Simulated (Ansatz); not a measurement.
XPS core lines in CaF2

Cell: a diffraction structure from the COD, its atoms then relaxed with PBE in this cell, repeated to a supercell; a hole's nearest image is 7.7 Å away.

```cif
data_CaF2
_symmetry_space_group_name_H-M 'Fm-3m'
_symmetry_Int_Tables_number 225
_cell_length_a 5.4620
_cell_length_b 5.4620
_cell_length_c 5.4620
_cell_angle_alpha 90.000
_cell_angle_beta 90.000
_cell_angle_gamma 90.000
loop_
_atom_site_label
_atom_site_type_symbol
_atom_site_symmetry_multiplicity
_atom_site_Wyckoff_symbol
_atom_site_fract_x
_atom_site_fract_y
_atom_site_fract_z
Ca1 Ca 4 a 0.0000 0.0000 0.0000
F9 F 8 c 0.2500 0.2500 0.2500
```

One atom of each set is listed; the run and its k-mesh use a cell of 24 atoms with edges of 7.72, 7.72, 7.72 Å.

All values are calculated (Ansatz; DFT, PBE, plane waves and PAW, scalar-relativistic, 420 eV cutoff, Γ-centred 3×3×3 k-points, fixed occupations), not measured.

Each value is a total-energy difference between the cell with one core hole and the ground state (ΔSCF), counted from the top of the valence band. The valence electrons get no spin in the cell with the hole, so they can't polarise against the unpaired core electron; that puts absolute values high, by some tenths of an eV and in some cases by about 1 eV. The periodic images are corrected with the calculated ε∞ = 2.28.

(1) Give the Ca 2p, F 1s lines of each distinct site.

The program doubts some values: the potential far from the hole hasn't levelled off; the cell is too small to check the potential alignment. Absolute PBE values can be off by an eV or more. Multiplets, satellites and widths aren't calculated.

The run took 31 s of wall time (31 s of CPU time) and 0.68 GiB at its peak, on 1 thread of Intel Xeon 6975P-C (Granite Rapids) (x86_64; 48 cores open to the job, memory cap 2.5 GiB, no GPU), a shared host with a load of 0.5 a core.

Answers

(1) 

```
 line  atom     first shell  E_B (eV)  j = l + ½ / j = l − ½ (eV)
Ca 2p     1   8 F at 2.37 Å     343.1               341.9 / 345.5
 F 1s     9  4 Ca at 2.37 Å     680.5                           –
```

For p, d and f shells E_B is the weighted mean of the two lines, whose splitting comes from the free atom's Dirac orbitals.
